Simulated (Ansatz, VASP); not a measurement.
**PbS: VASP beside Ansatz**

```
Pb S
1.0
     3.65366    0.00000    0.00000
     0.00000    3.65366    0.00000
     0.00000    0.00000    3.65366
Pb S
1 1
Cartesian
  0.0000 0.0000 0.0000
  1.8268 1.8268 1.8268
```

Measurements of this composition are mostly on another form, of space group No. 225.

Alike in both runs: functional PBEsol; k mesh 5 × 5 × 5; occupations fermi-dirac, width 0.05 eV; non-collinear spin, spin-orbit coupling.

|  | VASP | Ansatz |
| --- | --- | --- |
| version | VASP 6.6.1 | Ansatz 0.2.0 |
| potentials or method | VASP PAW PBE potentials, release 64 (Pb_d, S) | Ansatz PAW |
| plane-wave cutoff (eV) | 520 | 420 |
| valence electrons in the cell | 20 | 20 |
| task | single point | band structure |

```csv
,VASP,Ansatz,Ansatz less VASP
gap on the k mesh at the Fermi level (eV),none,none,-
pressure (GPa),-4.1,-4.2,-0.13
net moment per atom (μB),0.00,0.00,0.000
```

A gap of «none» marks a metal or a gap that the smearing closes.

Caveats: the PAW data sets were made with another functional, which shifts forces and pressure a little (VASP); the PAW data sets come from PBE, with cores solved anew for the run's functional, which leaves a small shift of forces and pressure (Ansatz).
